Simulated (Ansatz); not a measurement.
Hf: pressure against volume per atom

Periodic Kohn-Sham DFT of a crystal at fixed atoms; pressure and stress are positive in compression; the energy is the free energy less that of spherical unpolarised free atoms; site moments are those in the method's own spheres, positive along +z. The results are calculated, by Ansatz 0.2.0.

Cell of the first row (space group Im-3m, No. 229):
```
cell vectors (Å)
  -1.7675     1.7675     1.7675
   1.7675    -1.7675     1.7675
   1.7675     1.7675    -1.7675
atoms (fractions of the cell vectors)
Hf  0.00000  0.00000  0.00000
```

Settings of every row: method frozen-core PAW; functional PBEsol; relativity scalar; k mesh 14x14x14; filling fermi-dirac; smearing width 0.05 eV; wave cutoff 420 eV; paw set soft_2.

Atom start moment: 0 on all atoms.

Limits: PAW files made with PBE; no spin-orbit coupling on heavy atoms; the cell comes from a prototype or a list of computed structures and needn't be the stable phase.

| row | volume per atom (Å³) | pressure (GPa) |
| --- | --- | --- |
| 1 | 22.087 | -3.816 |
| 2 | 22.112 | -3.919 |
| 3 | 22.123 | -3.967 |
| 4 | 22.582 | -5.778 |
| 5 | 22.97 | ? |
| 6 | 23.288 | -8.261 |
| 7 | 23.523 | -9.018 |
| 8 | 23.758 | -9.744 |
| 9 | 23.993 | -10.44 |
| 10 | 24.464 | -11.744 |
| 11 | 24.934 | -12.935 |

Question: what pressure should row 5 give?

Worked fit of pressure. Take u = (V_r/V)^(2/3) − 1 with V_r = 23.405 Å³ an atom, which is twice the finite (Eulerian) strain; such expansions in the strain, on which the Birch-Murnaghan equation of state is built, carry the rest volume and the bulk modulus. The shown rows have u = 0.0394, 0.03861, 0.03827, 0.02415, 0.00335, -0.00335, -0.00993, -0.01641, -0.02907, -0.04131. Least squares give pressure = −8.6428 + 113.379 × u + 230.39 × u² GPa; a straight line predicts inner rows, each left out in turn, worse (root mean square 0.14 against 0.0039 GPa). The rows lie off it by 0.002, 0.003, -0.001, -0.008, -0.001, 0.002, 0.002, 0.001, 0.000, -0.002 (root mean square 0.003 GPa). The withheld row has u = 0.01259, so the fit gives −8.6428 + 113.379 × (0.01259) + 230.39 × (0.01259)² = -7.179 GPa.

The calculation gave -7.186 GPa. The fit lies 0.007 GPa (0.077 % of the column's range) above it; its largest miss of a shown row is 0.008 GPa.
